**Question: Ten functionals, one PbS crystal. How do I read this?**

I work on infrared detector films and was given these results for rock-salt PbS. Only the functional and the atomic potentials change from row to row.

GPAW 26.7.0, plane-wave PAW DFT for rock-salt PbS (given cell 26.09 Å³/atom), without spin polarisation, spin-orbit coupling or a separate dispersion correction; 6×6×6 k mesh, 600 eV cutoff, Fermi-Dirac smearing of 0.05 eV. Volumes, moduli and slopes (dB/dP) come from fits to energies at seven volumes, 94–106% of the given cell.

| functional | potentials | equilibrium volume (Å³/atom) | equilibrium volume change (% of the given cell) | bulk modulus (GPa) | bulk modulus slope |
| --- | --- | --- | --- | --- | --- |
| LDA | JTH-PAW-2.0 | 24.920 | -4.470 | 62.40 | 3.570 |
| PBE | PAW-data-sets-made-by gpaw-setup-for-the-functional | 27.020 | 3.580 | 53.10 | 3.690 |
| PBEsol | PAW-data-sets-made-by gpaw-setup-for-the-functional | 25.560 | -2.010 | 57.10 | 3.320 |
| AM05 | PAW-data-sets-made-by gpaw-setup-for-the-functional | 25.836 | -0.960 | 55.10 | 3.530 |
| BP86 | PAW-data-sets-made-by gpaw-setup-for-the-functional | 27.165 | 4.140 | 53.10 | 3.880 |
| C09-vdW | GPAW-PAW-data-sets-(gpaw-data-1.2.1) | 25.825 | -1.000 | 57.70 | 2.950 |
| PW91 | PAW-data-sets-made-by gpaw-setup-for-the-functional | 26.925 | 3.220 | 53.90 | 3.750 |
| SOGGA | PAW-data-sets-made-by gpaw-setup-for-the-functional | 25.501 | -2.240 | 57.40 | 3.310 |
| WC | PAW-data-sets-made-by gpaw-setup-for-the-functional | 25.583 | -1.930 | 58.00 | 3.380 |
| optB88-vdW | GPAW-PAW-data-sets-(gpaw-data-1.2.1) | 27.023 | 3.590 | 56.10 | 3.490 |

1. Which functional gives the smallest cell, which the largest, and is the difference big?
2. Why do they come in that order?
3. Why does the bulk modulus tend to fall as the volume grows?
4. Does LDA really describe a stiffer crystal?
5. Does the choice matter for the band gap, and so for my detector?
6. What would spin-orbit coupling change?
7. Which digits can I trust?

**Answer**

**1. Size.** LDA gives the smallest cell and BP86 the largest. SOGGA, PBEsol, WC, C09-vdW and AM05 form a middle group, while PW91, PBE, optB88-vdW and BP86 form a group of large cells. The step between these two groups is 1.1 Å³ per atom, about three times the spread inside the middle one. From LDA to PBE the volume grows by 8%, or 0.16 Å in the cubic edge. The table has no measured volume, so it ranks the functionals by size and not by accuracy.

**2. Order.** LDA treats each point in the crystal as if it sat in a uniform electron gas. Gradient-corrected functionals also look at how fast the density varies, and their exchange part lowers the energy where it varies strongly. When atoms move apart, the density between them thins out and becomes more uneven, so the correction favours separation. It acts like an extra outward pressure.

That pressure can be read from the stresses of the same runs. At the given cell, PBE pushes outward by 4.7 GPa more than LDA, but PBEsol by only 1.6 GPa more. This fits their construction. PBEsol and SOGGA use a weaker exchange correction than PBE where the density varies slowly; WC matches PBE in that limit and falls below it at moderate gradients. PBEsol also changes the gradient correction to correlation, so this difference is not due to exchange alone. LDA was run with a different family of potentials, with a warning that this outside data set was cut short, which could blur the comparison. PBE and PBEsol were treated alike, however, and still differ by 3.1 GPa.

The two vdW functionals give a cleaner test. They share the same nonlocal correlation, which carries the dispersion attraction, and the same potentials, and differ in exchange. (No separate dispersion correction was added.) Yet optB88-vdW gives a volume 1.2 Å³ per atom larger than C09-vdW. Exchange alone therefore seems able to move PbS from the middle group to the large one, with the reservation that only the optB88-vdW run used the code's legacy switch.

**3. Stiffness.** The bulk modulus measures resistance to uniform compression. In a crystal like PbS that resistance comes largely from the repulsion between filled electron shells, which rises steeply as the contacts shorten. Every row has a positive bulk modulus slope, meaning that the crystal stiffens under pressure. A functional that puts its minimum at a larger volume thus reads its modulus from a softer part of the curve. The trend is not strict: optB88-vdW has practically the same volume as PBE but a modulus 3 GPa higher.

**4. LDA at equal volume.** To compare the functionals fairly, carry each modulus to the same cell. Let $B_0$ be the modulus at the equilibrium volume $V_0$, and $B'$ the bulk modulus slope, the rate at which the modulus rises with pressure. If $B'$ is constant, then $dB = B'\,dP$. The definition of the modulus gives $dP = -B\,dV/V$, and combining the two leads to

$$B(V) = B_0\left(\frac{V_0}{V}\right)^{B'}.$$

For PBE at the given cell of 26.09 Å³ per atom this becomes

$$B = 53.1\ \text{GPa}\times\left(\frac{27.02}{26.09}\right)^{3.69} \approx 60\ \text{GPa}.$$

The same step takes LDA from 62 GPa down to 53 GPa. The broad order has turned round: the four large-cell functionals are now the stiffest, and LDA is among the softest. The formula has no adjusted constant of its own, and it agrees within about 0.5 GPa with moduli taken directly from the stresses in the eight rows that have them. The output after this answer lists the carried values.

So LDA does not describe a stiffer crystal; it describes a smaller one. PBE is stiffer at equal volume because its extra outward pressure over LDA grows on compression, from 4.2 GPa in the largest cell computed to 5.2 GPa in the smallest. A push that strengthens as the crystal is squeezed adds to the resistance.

Two effects therefore compete when PBE replaces LDA. Expansion softens the crystal: near PBE's own volume, the LDA modulus would be only 44 GPa. The steeper PBE curve raises this to about 52 GPa, which recovers at most about half of the loss. The net result is the lower PBE modulus in the table.

**5. Gap.** The choice matters mostly through the cell. With all functionals at the given cell, the gap on the sampled k points lies between 0.20 and 0.35 eV. With each functional at its own volume, the range widens to 0.06–0.47 eV, though the smallest value comes from LDA, the row with other potentials, and is close to the smearing width. In PBE, one percent more volume opens the gap by about 0.04 eV.

The usual picture of the lead chalcogenides explains the direction. The top of the valence band is mainly sulfur 3p, pushed upward by the filled lead 6s states below it. Shorter contacts strengthen that push and raise the valence top towards the conduction band, which is mainly lead 6p. The gap shrinks, and further compression can make the two band edges cross. In the PBEsol, SOGGA and WC runs the gap is larger at the smallest volume than at the next one. This is the mark of such a crossing: continue the steady closing past zero, and the negative value reached has about the size printed, since a printed gap carries no sign. By the same reading C09-vdW has just crossed at its smallest volume, and LDA touches zero there. The runs show this course of the gap; its orbital origin is argued from theory.

For a detector this is a large effect, because the longest wavelength absorbed is inversely proportional to the gap. At their own volumes, PBE and PBEsol have gaps of 0.43 and 0.12 eV, which would correspond to cut-offs near 3 and 10 µm. Much of that disagreement comes from the lattice and not from the bands at a fixed lattice. If you want to study strain or composition in a film, fix the reference cell first and then compare changes in the gap.

**6. Spin-orbit coupling.** It would change the gap far more than the volume. Lead is heavy, and the coupling splits its 6p states and lowers the conduction edge. The reduction is known to be substantial, roughly a few tenths of an electronvolt, which is as large as the gaps computed here. Functionals of this kind are also expected to underestimate gaps, an error opposite in sign to leaving out the coupling, so a plausible gap here may come from the two partly cancelling. The cut-offs above therefore show how sensitive the result is and do not predict a device. The volume should move much less, since the lead 6p states are mostly empty, but no run here tests that.

**7. Digits.** Trust the three groups, and read volumes to about 0.1 Å³ per atom. No run here varies the k mesh or the cutoff, so the margins below measure only how consistent each run is with itself. The volume at which the stress vanishes differs from the fitted minimum by up to 0.02 Å³ per atom, and by 0.05 for LDA. PBEsol and WC, which are 0.02 apart, should therefore not be ranked, and neither should PBE and optB88-vdW.

Read the moduli to about 1 GPa, and LDA's to about 2 GPa. Treat the slopes with more caution, because a slope depends on how the curvature itself changes over only seven volumes. The stresses show that it is not really constant but tends to rise with volume. The four lowest slopes also belong to the rows whose band edges cross within the fitted range (C09-vdW, SOGGA, PBEsol, WC); whether the crossing is what lowers them is not tested. LDA's slope is the weakest: only one of its volumes lies below the minimum, and its fit misses the computed energies by about five times as much as the next worst row. Its softness at the given cell does not hang on that slope, because the stresses show it too.

One difference is large enough to trust but still lacks a cause. At nearly equal volumes, optB88-vdW is stiffer than PBE, and C09-vdW is stiffer than AM05, by about 3 GPa each time. Both vdW functionals add nonlocal correlation, but both also use standard potentials instead of ones made for the functional. Would PBE and AM05 keep their lower moduli if they were run with those same standard potentials?

Numerical output:

```
Each functional at its own volume and at the given cell:
         row  cubic edge in angstrom  modulus carried to given cell in GPa  mesh gap at given cell in eV  mesh gap at own volume in eV
         LDA                   5.842                                    53                        0.2361                       0.06475
         PBE                   6.001                                 60.46                        0.3097                        0.4342
      PBEsol                   5.891                                 53.37                        0.2028                        0.1245
        AM05                   5.913                                 53.26                        0.2814                        0.2434
        BP86                   6.012                                 62.14                         0.331                        0.4674
     C09-vdW                   5.912                                 56.01                        0.2377                        0.1992
        PW91                   5.994                                  60.7                        0.3152                        0.4253
       SOGGA                   5.887                                 53.25                        0.1974                          0.11
          WC                   5.893                                 54.31                        0.1976                        0.1238
  optB88-vdW                   6.002                                 63.45                        0.3466                        0.4637
PBE volume above LDA volume in percent of LDA: 8.427
PBE cubic edge above LDA edge in angstrom: 0.1597
Volume step from middle group to large group in angstrom^3 per atom: 1.089
Volume spread inside middle group in angstrom^3 per atom: 0.335
Pressure of PBE above LDA at given cell in GPa: 4.684
Pressure of PBEsol above LDA at given cell in GPa: 1.567
Pressure of PBE above PBEsol at given cell in GPa: 3.116
Rank correlation of volume and modulus: -0.8061
Modulus of optB88-vdW above PBE in GPa: 3
Largest miss of carried modulus against stresses in GPa: 0.5105
LDA modulus from stresses at 4 percent larger volume in GPa: 44.3
PBE modulus from stresses at 4 percent larger volume in GPa: 51.85
Gap spread at given cell in eV: 0.1491
Gap spread at own volumes in eV: 0.4027
PBE gap rise per percent of volume in eV: 0.03745
LDA fitted minimum above zero-stress volume in angstrom^3 per atom: 0.05356
Largest such offset in the other rows with stresses in angstrom^3 per atom: 0.02378
WC volume above PBEsol volume in angstrom^3 per atom: 0.023
```
